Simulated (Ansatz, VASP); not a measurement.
# One calculation of MgO, two programs

Contents of INCAR:

```
SYSTEM = MgO
PREC = Accurate ; ENCUT = 520
EDIFF = 1E-7 ; ISMEAR = 0
SIGMA = 0.05 ; LREAL = .FALSE.
LASPH = .TRUE. ; NELM = 60
ALGO = Normal ; ISIF = 2
LWAVE = .FALSE. ; LCHARG = .FALSE.
GGA = PS ; NBANDS = 16
```

The input KPOINTS:

```
regular mesh
0
G
  9 9 6
  0 0 0
```

Contents of POSCAR:

```
MgO
1.0
    3.5347000000      0.0000000000      0.0000000000
   -1.7673500000      3.0611399948      0.0000000000
    0.0000000000      0.0000000000      5.2202000000
Mg O
2 2
Direct
    0.3333333333      0.6666666667      0.0036583380
    0.6666666667      0.3333333333      0.5036583380
    0.3333333333      0.6666666667      0.4009416620
    0.6666666667      0.3333333333      0.9009416620
```

Input for Ansatz:

```yaml
crystal:
  lattice:
    - [3.5347, 0.0, 0.0]
    - [-1.76735, 3.0611399948, 0.0]
    - [0.0, 0.0, 5.2202]
  atoms:
    - { symbol: Mg, position: [0.3333333333, 0.6666666667, 0.003658338] }
    - { symbol: Mg, position: [0.6666666667, 0.3333333333, 0.503658338] }
    - { symbol: O, position: [0.3333333333, 0.6666666667, 0.400941662] }
    - { symbol: O, position: [0.6666666667, 0.3333333333, 0.900941662] }
basis:
  ecutwfc: 520.0
kpoints:
  mp_grid: { grid: [9, 9, 6] }
hamiltonian:
  xc: pbesol
  pseudopotentials: { kind: paw, azcp: { folder: soft_1 } }
scf:
  occupations: { method: gaussian, width: 0.05 }
output:
  forces: true
  stress: true
  eigenvalues: true
```

Alike in both runs: task single point; functional PBEsol; k mesh 9 × 9 × 6; occupations gaussian, width 0.05 eV; no spin polarisation.

|  | VASP | Ansatz |
| --- | --- | --- |
| version | VASP 6.6.1 | Ansatz 0.2.0 |
| potentials or method | VASP PAW PBE potentials, release 64 (Mg, O) | scalar-relativistic, plane waves, PAW |
| plane-wave cutoff (eV) | 520 | 520 |
| valence electrons in the cell | 16 | 32 |

Ansatz gave:

| Property | Result |
| --- | --- |
| gap on the k mesh at the Fermi level (eV) | 2.47 |
| least direct gap on the mesh (eV) | 2.47 |
| pressure (GPa) | -14.9 |
| largest component of the traceless stress (GPa) | 3.19 |

Q: Which values does VASP return?

A: gap on the k mesh at the Fermi level (eV): 2.46; least direct gap on the mesh (eV): 2.46; pressure (GPa): -15.3; largest component of the traceless stress (GPa): 3.25.

The two sets of potentials don't hold the same shells in valence. Ansatz warned: «pseudo_functional_mismatch».

Caveats: so large a pressure means that the cell lies far from this level's equilibrium, or that cutoff or potentials fall short (VASP); the potentials were made for another functional, which shifts forces and pressure (VASP); an odd mesh through Γ misses points on the zone boundary, where band edges often lie. As with any semilocal functional, this PBEsol gap is likely too small.
